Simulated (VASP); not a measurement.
Wanted: the native input for a VASP 6.6.1 run.

```yaml
Task: single point
Functional: PBE
Potentials_or_basis: VASP PAW PBE potentials, release 64 (Cu)
Cutoff: 520 eV
k_mesh: 8 × 8 × 6
Occupations: gaussian, width 0.05 eV
Spin: no spin polarisation
Dipole_correction: no
Further_INCAR_settings: ALGO = Normal; EDIFF = 1e-06; NBANDS = 18
```

The structure of Cu lies in POSCAR:

```
Cu
1.0
    2.5757236535      0.0000000000      0.0000000000
   -1.2878618268      2.2306421170      0.0000000000
    0.0000000000      0.0000000000      4.1669394863
Cu
2
Direct
    0.3333333333      0.6666666667      0.7500000000
    0.6666666667      0.3333333333      0.2500000000
```

The cell was built by a generator and needn't be a form met in nature.

The input as run:

INCAR

```
  ALGO = Normal
  EDIFF = 1E-6
  ENCUT = 520
  GGA = PE
  ISIF = 2
  ISMEAR = 0
  LASPH = T
  LCHARG = F
  LREAL = F
  LWAVE = F
  NBANDS = 18
  NELM = 100
  PREC = Accurate
  SIGMA = 0.05
```

KPOINTS

```
k-points
0
Gamma
  8 8 6
```

Potentials or basis: VASP PAW PBE potentials, release 64 (Cu).

The run is started by

```bash
$ cat potpaw_PBE.64/Cu/POTCAR > POTCAR
$ mpirun -np 1 vasp_std > vasp.out
```

It gave:

| Quantity | Value |
| --- | --- |
| Pressure | 0.8 GPa |
| Band gap on the k mesh | none (metal or under the smearing width) |

Wall time 12 s on 1 thread of Intel(R) Xeon(R) Platinum 8488C (Sapphire Rapids) (shared host), peak memory 0.14 GiB.
